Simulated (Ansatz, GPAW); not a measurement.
# Geometry or basis: what sets the conductance of a Ag chain with CO on top of one atom, part 2 of 3

How well does a Ag chain with CO on top of one atom conduct once its atoms have relaxed, and how much do cheaper levels lose?

GPAW 26.7.0 and Ansatz 0.2.0; Ansatz plane waves; relaxation of the junction with the lead ends held; PAW set soft_1 (the session's first sound run).

So far. Step 2 (Relaxing the atoms): The relaxation lowered the energy of the cell by 0.973 eV.

## 3. Plane waves, PBE

Plane waves give the reference curve, free of the bias of atom-centred orbitals.

This step: Ansatz plane waves; Landauer transmission by layers, zero bias; PAW set soft_1 (Ansatz 0.2.0).

File input.yaml:

```yaml
crystal:
  lattice:
    - [9.0, 0.0, 0.0]
    - [0.0, 9.0, 0.0]
    - [0.0, 0.0, 39.9]
  atoms:
    - { symbol: Ag, position: [0.5, 0.5, 0.0333333333] }
    - { symbol: Ag, position: [0.5, 0.5, 0.1] }
    - { symbol: Ag, position: [0.5, 0.5, 0.1666666667] }
    - { symbol: Ag, position: [0.5, 0.5, 0.2333333333] }
    - { symbol: Ag, position: [0.5, 0.5, 0.3] }
    - { symbol: Ag, position: [0.5199685643, 0.4907246157, 0.3695291997] }
    - { symbol: Ag, position: [0.4749026943, 0.5119279292, 0.4375947182] }
    - { symbol: Ag, position: [0.5978064889, 0.460394541, 0.499968268] }
    - { symbol: C, position: [0.8416949984, 0.4468381536, 0.501042872] }
    - { symbol: O, position: [0.9390345555, 0.5283783534, 0.5015832279] }
    - { symbol: Ag, position: [0.4746778882, 0.5116612688, 0.5624142065] }
    - { symbol: Ag, position: [0.519240826, 0.4906733105, 0.630451743] }
    - { symbol: Ag, position: [0.5, 0.5, 0.7] }
    - { symbol: Ag, position: [0.5, 0.5, 0.7666666667] }
    - { symbol: Ag, position: [0.5, 0.5, 0.8333333333] }
    - { symbol: Ag, position: [0.5, 0.5, 0.9] }
    - { symbol: Ag, position: [0.5, 0.5, 0.9666666667] }
kpoints:
  mp_grid: { grid: [1, 1, 2] }
hamiltonian:
  xc: pbe
  pseudopotentials: { kind: paw, azcp: { folder: soft_1 } }
scf:
  occupations: { method: fermi_dirac, width: 0.1 }
output:
  transmission:
    leads: [[0, 1]]
    e_range: [-2, 2]
    de: 0.025
    kmesh: [1, 1]
    reduced_basis: true
  write_potential: true
  write_density: true
  volumetric_format: npy
```

Run with:

```bash
$ ansatz run input.yaml --threads 4 --pin off --max-ram 8192MiB --backend cpu --events-out ev --progress --plain --runs-dir out
```

Numbers of over 12 decimals in the logs are rounded to 6 here.

The program printed:

```text
[...]
Crystal: 17 atoms, lattice volume = 3231.900 Å³
Basis set: ecut = 420 eV, 63033 PW (Γ)
Bands: 177, of which v1, the nominal top of the filled ones, is band 148 counted from 1 (147 counted from 0)
Symmetry: 1 space group operations
[...]
k-points: 2
[...]
SCF iter  10: F=-114655.850023 eV  HF=-114655.850023 eV  |F-HF|=2.04e-9  |Δ(HF+E_count)|=   1.55e-7  Δρ=1.22e-6  dr2=4.90e-8  ethr=3.39e-11  ⟨swp⟩=13.0  Hψ=1509  notcnv=0
SCF 1 converged in 10 iterations: F = -114655.850023 eV  dr2 = 4.90e-8
[...]
transmission: 50 of 300 steps passed
transmission: 100 of 300 steps passed
[...]
transmission: 300 of 300 steps passed
WARN: The output density's exchange-correlation potential varies sharply where the density is thin. Do not read a vacuum level from v_tot or v_xc, or from such a field of the output density. On a cell that repeats whose density bears no net charge and no dipole along the vacuum's axis use v_es (v_loc + v_h of the components); under efield.dipole_correction with no amplitude use v_es + v_field, which holds any externa [...]
SCF converged after 10 iterations
Free energy (F): -114655.850023 eV
[...]
Internal energy: -114655.653820 eV  (E = F + TS)
E sigma→0 (E₀):  -114655.751922 eV
Entropy (-TS):   -0.196203 eV (-11.541 meV/atom)
Fermi energy:    -3.190500 eV
[...]
--- Band table (eV) ---
  k-point 0: bands = [... 144 lower, -3.9975, -3.6614, -3.6038, -3.0449, -3.0114, -2.1785, -2.1406, -1.3016, ... 25 higher]
  k-point 1: bands = [... 144 lower, -3.8717, -3.8234, -3.3851, -3.3383, -2.6411, -2.6115, -1.6735, -1.6469, ... 25 higher]
--- Transmission ---
  basis      : 717 plane waves across, 50 finite elements along
  points     : 1, standing for a mesh of 1 x 1
  unconverged: the k-mesh may be too coarse, since an axis without vacuum has one point: set a kmesh with more there, and mesh_tolerance
  filling    : by the input's occupations and mesh, since the crystals that have channels conduct as metals do. If one of these is a semiconductor, that mesh has misplaced its level
  energies   : 161 from -2.000000 to 2.000000 eV about the Fermi level, 0.025000 eV apart; the leads are filled to 0.000000 eV, and channels, transmission and decay are at 0.000000 eV
  crystal 0  : Ag1, at the sites [0, 1], period 2.6600 Å, over 26.60 Å; its Hamiltonian steps by up to 2.2 meV
    offset         : up to 0.0000 Å between an atom of the period and one for which it stands
    filled         : 12.0 meV over the level at which it is neutral
    channels       : 1.000000e0 a spin
    conductance    : 9.5655e13 S/m² at 300 K; may be off by some 0.0 % by where its bands' edges are placed, 0.0 % from the distance to neutral
  junction   : crystal 0 to crystal 0, 0.70 to 37.94 Å
    transmission   : 9.674325e-1 a spin
    error estimate : 5.399833e-5 a spin from the reduction of the transverse basis, at the most 6.233705e-4 at -0.925000 eV
    conductance    : 9.2493e13 S/m² at 300 K (9.2493e13 on every other energy)
    error estimate : 0.0 % from the energy spacing and 0.0 % from band edges of the leads and from resonances (wavevectors taken as independent; lower de), 0.0 % from the reduction of the transverse basis, 0.0 % from the steps of its leads' Hamiltonians or their offsets (lay more layers), 0.1 % from the distance to neutral
    resistance     : 3.5744e-4 Ω µm² beyond half of each lead's own
```

The job ended after 2 min (4 threads of Arm Neoverse V2, shared host; peak memory 5 GiB; 5.7 min of CPU time).

Numbers from this step:

| Property | Result |
| --- | --- |
| lead level | 0 eV from the Fermi level |
| transmission at the Fermi level (one spin) | 0.9674 |
| open channels of the lead at the Fermi level (one spin) | 1 |
| step of the potential along the lead | 2.2 meV |
| offset of the lead | 0 Å |
| filling of the lead less its bulk value, in size | 12 meV |
| conductance | 0.9669 G₀ |

One spin. Table of transmission, zone mean by energy, zero at the Fermi level:

energy (eV), transmission, zone mean and a bar:
```
   -2.000      0.018 #
   -1.800      0.000 
   -1.600      0.000 
   -1.400      0.000 
   -1.200      0.000 
   -1.000      0.830 #########################
   -0.925      0.931 ############################
   -0.800      0.893 ###########################
   -0.600      0.843 #########################
   -0.400      0.879 ##########################
   -0.200      0.935 ############################
    0.000      0.967 #############################
    0.200      0.981 #############################
    0.400      0.987 ##############################
    0.600      0.989 ##############################
    0.800      0.988 ##############################
    1.000      0.986 ##############################
    1.200      0.985 ##############################
    1.400      0.987 ##############################
    1.600      0.996 ##############################
    1.700      1.000 ##############################
    1.800      0.990 ##############################
    2.000      0.661 ####################
```

One spin. The open channels, zone mean by energy, zero at the Fermi level:

| energy (eV) | open channels, zone mean |
| --- | --- |
| -2.000 | 3 |
| -1.900 | 1 |
| -1.800 | 1 |
| -1.700 | 0 |
| -1.600 | 0 |
| -1.500 | 0 |
| -1.400 | 0 |
| -1.300 | 0 |
| -1.200 | 0 |
| -1.100 | 1 |
| -1.000 | 1 |
| -0.900 | 1 |
| -0.800 | 1 |
| -0.700 | 1 |
| -0.600 | 1 |
| -0.500 | 1 |
| -0.400 | 1 |
| -0.300 | 1 |
| -0.200 | 1 |
| -0.100 | 1 |
| 0.000 | 1 |
| 0.100 | 1 |
| 0.200 | 1 |
| 0.300 | 1 |
| 0.400 | 1 |
| 0.500 | 1 |
| 0.600 | 1 |
| 0.700 | 1 |
| 0.800 | 1 |
| 0.900 | 1 |
| 1.000 | 1 |
| 1.100 | 1 |
| 1.200 | 1 |
| 1.300 | 1 |
| 1.400 | 1 |
| 1.500 | 1 |
| 1.600 | 1 |
| 1.700 | 1 |
| 1.800 | 1 |
| 1.900 | 1 |
| 2.000 | 1 |

Crystal 0, spin -, k parallel (0, 0); distinct values, listed up to 1.5 1/Å. The Im kz of the slowest decaying states by energy, zero at the Fermi level:

| energy (eV) | decay 1 (Å⁻¹) | decay 2 (Å⁻¹) | decay 3 (Å⁻¹) | decay 4 (Å⁻¹) |
| --- | --- | --- | --- | --- |
| -2.000 | 0.584 | 0.774 | 1.34 | 1.35 |
| -1.800 | 0.192 | 0.192 | 0.513 | 0.869 |
| -1.600 | 0.196 | 0.281 | 0.281 | 0.430 |
| -1.400 | 0.295 | 0.330 | 0.339 | 1.00 |
| -1.200 | 0.185 | 0.369 | 0.383 | 1.05 |
| -1.000 | 0.416 | 0.416 | 0.431 | 1.09 |
| -0.800 | 0.443 | 0.484 | 1.13 | 1.13 |
| -0.600 | 0.463 | 0.531 | 1.16 | 1.16 |
| -0.400 | 0.480 | 0.574 | 1.16 | 1.19 |
| -0.200 | 0.492 | 0.612 | 1.14 | 1.19 |
| 0.000 | 0.500 | 0.647 | 1.12 | 1.17 |
| 0.200 | 0.505 | 0.678 | 1.09 | 1.15 |
| 0.400 | 0.507 | 0.706 | 1.07 | 1.13 |
| 0.600 | 0.506 | 0.506 | 0.732 | 1.04 |
| 0.800 | 0.502 | 0.755 | 1.01 | 1.10 |
| 1.000 | 0.495 | 0.495 | 0.776 | 0.986 |
| 1.200 | 0.484 | 0.796 | 0.958 | 1.06 |
| 1.400 | 0.471 | 0.471 | 0.814 | 0.929 |
| 1.600 | 0.454 | 0.830 | 0.899 | 1.03 |
| 1.800 | 0.433 | 0.845 | 0.868 | 1.01 |
| 2.000 | 0.408 | 0.836 | 0.859 | 0.978 |

Crystal 0, spin -, k parallel (0, 0). The Re kz of states that move upwards by energy, zero at the Fermi level:

| energy (eV) | channel 1 (Å⁻¹) | channel 2 (Å⁻¹) | channel 3 (Å⁻¹) |
| --- | --- | --- | --- |
| -2.000 | -0.107 | -0.107 | 0.939 |
| -1.900 | 0.996 | - | - |
| -1.800 | 1.08 | - | - |
| -1.700 | - | - | - |
| -1.600 | - | - | - |
| -1.500 | - | - | - |
| -1.400 | - | - | - |
| -1.300 | - | - | - |
| -1.200 | - | - | - |
| -1.100 | 0.0457 | - | - |
| -1.000 | 0.194 | - | - |
| -0.900 | 0.270 | - | - |
| -0.800 | 0.327 | - | - |
| -0.700 | 0.374 | - | - |
| -0.600 | 0.416 | - | - |
| -0.500 | 0.452 | - | - |
| -0.400 | 0.485 | - | - |
| -0.300 | 0.516 | - | - |
| -0.200 | 0.543 | - | - |
| -0.100 | 0.569 | - | - |
| 0.000 | 0.594 | - | - |
| 0.100 | 0.616 | - | - |
| 0.200 | 0.638 | - | - |
| 0.300 | 0.658 | - | - |
| 0.400 | 0.678 | - | - |
| 0.500 | 0.696 | - | - |
| 0.600 | 0.714 | - | - |
| 0.700 | 0.731 | - | - |
| 0.800 | 0.748 | - | - |
| 0.900 | 0.764 | - | - |
| 1.000 | 0.780 | - | - |
| 1.100 | 0.795 | - | - |
| 1.200 | 0.809 | - | - |
| 1.300 | 0.824 | - | - |
| 1.400 | 0.838 | - | - |
| 1.500 | 0.851 | - | - |
| 1.600 | 0.865 | - | - |
| 1.700 | 0.878 | - | - |
| 1.800 | 0.891 | - | - |
| 1.900 | 0.903 | - | - |
| 2.000 | 0.916 | - | - |

The electrostatic potential energy of an electron (with the applied field's), less the Fermi level, planar mean oscillates, so the rows of the table below give means over windows of 2.66 Å about each position, cut where the curve ends. Its maxima inside the range that stand out by 2 % of the span (Å: eV): 2.7: 4.83, 5.3: 4.83, 8.0: 4.82, 10.6: 4.81, 13.3: 4.78, 16.1: 4.69, 18.6: 4.39, 21.3: 4.38, 23.8: 4.69, 26.6: 4.78, 29.3: 4.81, 31.9: 4.82, 34.6: 4.83, 37.2: 4.83. Its first 14 minima: 1.3: 3.76, 4.0: 3.76, 6.7: 3.76, 9.3: 3.75, 12.1: 3.72, 14.8: 3.64, 17.6: 3.53, 19.9: 1.55, 22.3: 3.53, 25.1: 3.64, 27.8: 3.72, 30.6: 3.75, 33.2: 3.76, 35.9: 3.76.

Electrostatic potential energy of an electron (with the applied field's), less the Fermi level, planar mean against z; means over each step:

| z (Å) | electrostatic potential energy of an electron (with the applied field's), less the Fermi level, planar mean (eV) |
| --- | --- |
| 1.33 | 4.25 |
| 3.99 | 4.24 |
| 6.65 | 4.24 |
| 9.31 | 4.23 |
| 11.97 | 4.20 |
| 14.63 | 4.13 |
| 17.29 | 4.02 |
| 19.95 | 3.15 |
| 22.61 | 4.01 |
| 25.27 | 4.13 |
| 27.93 | 4.20 |
| 30.59 | 4.23 |
| 33.25 | 4.24 |
| 35.91 | 4.24 |
| 38.57 | 4.21 |

The valence density, planar mean oscillates, so the rows of the table below give means over windows of 2.66 Å about each position, cut where the curve ends. Its first 14 maxima inside the range that stand out by 2 % of the span (Å: e/Å³): 1.3: 0.239, 4.0: 0.239, 6.7: 0.239, 9.3: 0.239, 12.0: 0.239, 14.8: 0.238, 17.4: 0.239, 19.9: 0.360, 22.5: 0.239, 25.1: 0.238, 27.9: 0.239, 30.6: 0.239, 33.2: 0.239, 35.9: 0.239. Its minima: 2.7: 0.0112, 5.3: 0.0112, 8.0: 0.0112, 10.6: 0.0113, 13.3: 0.00975, 16.1: 0.0105, 18.6: 0.0162, 21.3: 0.0170, 23.8: 0.0105, 26.6: 0.00973, 29.3: 0.0113, 31.9: 0.0112, 34.6: 0.0112, 37.2: 0.0112.

Valence density, planar mean against z; means over each step:

| z (Å) | valence density, planar mean (e/Å³) |
| --- | --- |
| 1.33 | 0.0882 |
| 3.99 | 0.0882 |
| 6.65 | 0.0882 |
| 9.31 | 0.0882 |
| 11.97 | 0.0880 |
| 14.63 | 0.0878 |
| 17.29 | 0.0887 |
| 19.95 | 0.135 |
| 22.61 | 0.0887 |
| 25.27 | 0.0878 |
| 27.93 | 0.0880 |
| 30.59 | 0.0882 |
| 33.25 | 0.0882 |
| 35.91 | 0.0882 |
| 38.57 | 0.0927 |

T at the Fermi level is 0.967 of 1 open channels a spin.

## 4. Double-zeta polarised basis

Localised orbitals split the wire into layers that couple to their neighbours alone, which is what the Green's function method needs; double zeta with polarisation is the usual level for numbers.

This step: GPAW LCAO, PAW setups; Landauer transmission from Green's functions with principal layers (ASE), zero bias (GPAW 26.7.0).

File run.py:

```python
import json
import numpy as np
from ase import Atoms
from ase.transport.calculators import TransportCalculator
from gpaw import GPAW, FermiDirac
from gpaw.lcao.tools import get_lcao_hamiltonian
from scipy.linalg import eigh

# The junction with lead layers at both ends, along the third cell vector
device = Atoms(
    ['Ag', 'Ag', 'Ag', 'Ag', 'Ag', 'Ag', 'Ag', 'Ag', 'C', 'O', 'Ag', 'Ag', 'Ag', 'Ag', 'Ag', 'Ag', 'Ag'],
    positions=[
        [4.50000, 4.50000, 1.33000],
        [4.50000, 4.50000, 3.99000],
        [4.50000, 4.50000, 6.65000],
        [4.50000, 4.50000, 9.31000],
        [4.50000, 4.50000, 11.97000],
        [4.67972, 4.41652, 14.74422],
        [4.27412, 4.60735, 17.46003],
        [5.38026, 4.14355, 19.94873],
        [7.57525, 4.02154, 19.99161],
        [8.45131, 4.75541, 20.01317],
        [4.27210, 4.60495, 22.44033],
        [4.67317, 4.41606, 25.15502],
        [4.50000, 4.50000, 27.93000],
        [4.50000, 4.50000, 30.59000],
        [4.50000, 4.50000, 33.25000],
        [4.50000, 4.50000, 35.91000],
        [4.50000, 4.50000, 38.57000]],
    cell=[[9.0, 0.0, 0.0], [0.0, 9.0, 0.0], [0.0, 0.0, 39.9]],
    pbc=True)

# One principal layer of the lead: the first 4 atoms of the device
lead = Atoms(
    ['Ag', 'Ag', 'Ag', 'Ag'],
    positions=[
        [4.50000, 4.50000, 1.33000],
        [4.50000, 4.50000, 3.99000],
        [4.50000, 4.50000, 6.65000],
        [4.50000, 4.50000, 9.31000]],
    cell=[[9.0, 0.0, 0.0], [0.0, 9.0, 0.0], [0.0, 0.0, 10.64]],
    pbc=True)

settings = dict(mode='lcao', basis='dzp', xc='PBE', h=0.18,
                occupations=FermiDirac(0.1), maxiter=250,
                mixer=dict(beta=0.1, nmaxold=8, weight=100.0),
                convergence=dict(density=0.0001))
energies = np.arange(-2, 2 + 1e-9, 0.025)
eta = 0.0001
n1, n2 = 1, 1
# k and -k transmit alike, so half of the mesh across the current serves
mesh = [(i, j) for i in range(n1) for j in range(n2) if (i, j) <= (-i % n1, -j % n2)]
weights = np.array([1 if (i, j) == (-i % n1, -j % n2) else 2 for i, j in mesh]) / (n1 * n2)

# [... helper functions left out ...]
fermi_lead = ground_state(lead, (1, 1, 11), 'lead.txt')
fermi_device = ground_state(device, (1, 1, 2), 'device.txt')
# [... loop over the mesh left out, but for ...]
        # Shift the lead onto the potential of the device's first layer
        shift = ((H[:, 0, 0] - H0[:, 0, 0]) / S0[0, 0]).real.mean()
# [...]
kT = 8.617333e-5 * 300
bias = [0.1, 0.2, 0.5, 1.0, 1.5, 2.0]
# [... integrals and printing left out ...]
```

Run with:

```bash
$ OMP_NUM_THREADS=1 OPENBLAS_NUM_THREADS=1 python run.py
```

The program printed:

```text
basis functions: device 431, principal layer 108
Fermi level: lead -3.7835 eV, device -3.6579 eV; lead shifted by -0.0036 eV
largest coupling past the next layer 3.56e-05 eV, largest misfit of the first layer 0.010 eV
  E-E_F (eV)   T (one spin)  [channel counts left out]
    -2.000    1.7634e-01
    -1.975    1.2564e-01
    -1.950    8.8201e-02
    -1.925    6.0954e-02
    -1.900    4.1388e-02
    -1.875    2.7488e-02
    -1.850    1.7663e-02
    -1.825    1.0660e-02
    -1.800    5.3563e-03
    -1.775    5.5234e-04
    -1.750    4.8026e-04
    -1.725    3.8188e-04
    -1.700    2.8472e-04
    -1.675    1.9646e-04
    -1.650    1.1869e-04
    -1.625    4.9668e-05
[...]
1.825    9.6155e-01
     1.850    9.3707e-01
     1.875    9.0150e-01
     1.900    8.5301e-01
     1.925    7.9227e-01
     1.950    7.2441e-01
     1.975    6.5920e-01
     2.000    6.0831e-01
conductance at 300 K: 0.96803 G0 a cell; thermopower -0.7278 uV/K
current from the zero-bias T(E) at 0.1 V: 7.4989 uA
current from the zero-bias T(E) at 0.2 V: 14.989 uA
current from the zero-bias T(E) at 0.5 V: 37.327 uA
current from the zero-bias T(E) at 1.0 V: 73.719 uA
current from the zero-bias T(E) at 1.5 V: 109.55 uA
current from the zero-bias T(E) at 2.0 V: 145.9 uA
```

The job ended after 4.3 min (1 thread; peak memory 2.2 GiB).

This step gave:

```yaml
conductance: 0.9680 G₀
largest_coupling_past_the_next_principal_layer: 3.56e-5 eV
largest_misfit_of_the_first_principal_layer: 0.01045 eV
shift_that_aligns_the_lead: -0.003580 eV
basis_functions_of_the_junction: 431
basis_functions_of_a_principal_layer: 108
transmission_at_the_fermi_level_one_spin: 0.9685
```

One spin. Transmission, zone mean against energy, zero at the Fermi level:

| energy (eV) | transmission, zone mean |
| --- | --- |
| -2.000 | 0.176 |
| -1.800 | 0.00536 |
| -1.600 | 2.2e-8 |
| -1.400 | 2.3e-8 |
| -1.200 | 2.3e-8 |
| -1.075 | 0.383 |
| -1.000 | 0.829 |
| -0.925 | 0.952 |
| -0.800 | 0.909 |
| -0.600 | 0.852 |
| -0.400 | 0.886 |
| -0.200 | 0.939 |
| 0.000 | 0.969 |
| 0.200 | 0.981 |
| 0.400 | 0.986 |
| 0.600 | 0.987 |
| 0.800 | 0.987 |
| 1.000 | 0.985 |
| 1.200 | 0.984 |
| 1.400 | 0.987 |
| 1.600 | 0.996 |
| 1.675 | 0.998 |
| 1.800 | 0.978 |
| 2.000 | 0.608 |

Not self-consistent under bias; the bias window is split evenly. Current through one cell, from the zero-bias transmission against bias:

| bias (V) | current through one cell, from the zero-bias transmission (μA) |
| --- | --- |
| 0.100 | 7.50 |
| 0.200 | 15.0 |
| 0.500 | 37.3 |
| 1.000 | 73.7 |
| 1.500 | 110 |
| 2.000 | 146 |

The transmission of the three most open eigenchannels by energy, zero at the Fermi level:

| energy (eV) | channel 1 | channel 2 | channel 3 |
| --- | --- | --- | --- |
| -2.000 | 0.108 | 0.0652 | 0.00322 |
| -1.900 | 0.0253 | 0.0154 | 7.3e-4 |
| -1.800 | 0.00299 | 0.00231 | 6.3e-5 |
| -1.700 | 2.8e-4 | 2.2e-8 | 0 |
| -1.600 | 2.2e-8 | 7.5e-11 | 0 |
| -1.500 | 2.3e-8 | 0 | 0 |
| -1.400 | 2.3e-8 | 0 | 0 |
| -1.300 | 2.4e-8 | 0 | 0 |
| -1.200 | 2.3e-8 | 0 | 0 |
| -1.100 | 1.0e-8 | 1.9e-10 | 8.0e-12 |
| -1.000 | 0.829 | 4.0e-10 | 3.9e-12 |
| -0.900 | 0.951 | 1.3e-8 | 0 |
| -0.800 | 0.909 | 1.7e-8 | 0 |
| -0.700 | 0.867 | 1.8e-8 | 0 |
| -0.600 | 0.852 | 1.9e-8 | 0 |
| -0.500 | 0.862 | 1.9e-8 | 0 |
| -0.400 | 0.886 | 2.0e-8 | 0 |
| -0.300 | 0.914 | 2.0e-8 | 0 |
| -0.200 | 0.939 | 2.0e-8 | 0 |
| -0.100 | 0.957 | 2.0e-8 | 0 |
| 0.000 | 0.969 | 2.1e-8 | 0 |
| 0.100 | 0.976 | 2.1e-8 | 0 |
| 0.200 | 0.981 | 2.1e-8 | 0 |
| 0.300 | 0.984 | 2.1e-8 | 0 |
| 0.400 | 0.986 | 2.1e-8 | 0 |
| 0.500 | 0.987 | 2.1e-8 | 0 |
| 0.600 | 0.987 | 2.1e-8 | 0 |
| 0.700 | 0.987 | 2.1e-8 | 0 |
| 0.800 | 0.987 | 2.1e-8 | 0 |
| 0.900 | 0.986 | 2.1e-8 | 0 |
| 1.000 | 0.985 | 2.1e-8 | 0 |
| 1.100 | 0.984 | 2.1e-8 | 0 |
| 1.200 | 0.984 | 2.1e-8 | 0 |
| 1.300 | 0.985 | 2.1e-8 | 0 |
| 1.400 | 0.987 | 2.1e-8 | 0 |
| 1.500 | 0.991 | 2.1e-8 | 0 |
| 1.600 | 0.996 | 2.0e-8 | 0 |
| 1.700 | 0.998 | 2.0e-8 | 0 |
| 1.800 | 0.978 | 2.0e-8 | 0 |
| 1.900 | 0.853 | 1.9e-8 | 0 |
| 2.000 | 0.608 | 1.9e-8 | 0 |

At the Fermi level T is 0.969 against 0.967 in plane waves. Couplings past the next layer reach 3.6e-5 eV, small enough to drop; the matrix elements of the cell's first layer differ from the bulk lead's by up to 0.010 eV. That layer keeps its own values in the calculation, and only beyond it is the lead taken as perfect. The Fermi levels of lead and junction count from different zeros of potential, one for each periodic cell; with both set to zero, the small remaining shift is what aligns them. By hand: G = 0.9680 × 77.48 μS = 75.0 μS, a resistance of 13.3 kΩ; at 0.1 V a linear junction would pass 7.50 μA, and the integral over the bias window gives 7.50 μA.

[end of part 2 of 3]

[Logs are printed without paths, hosts, clocks, repeated set-up lines and the standing remarks that a program may print on its own settings, such as how far it seeks lower states.]

[Hosts, paths, dates, database ids (printed as entryN), source tags and the programs' standing remarks are cut or masked in the printed files.]
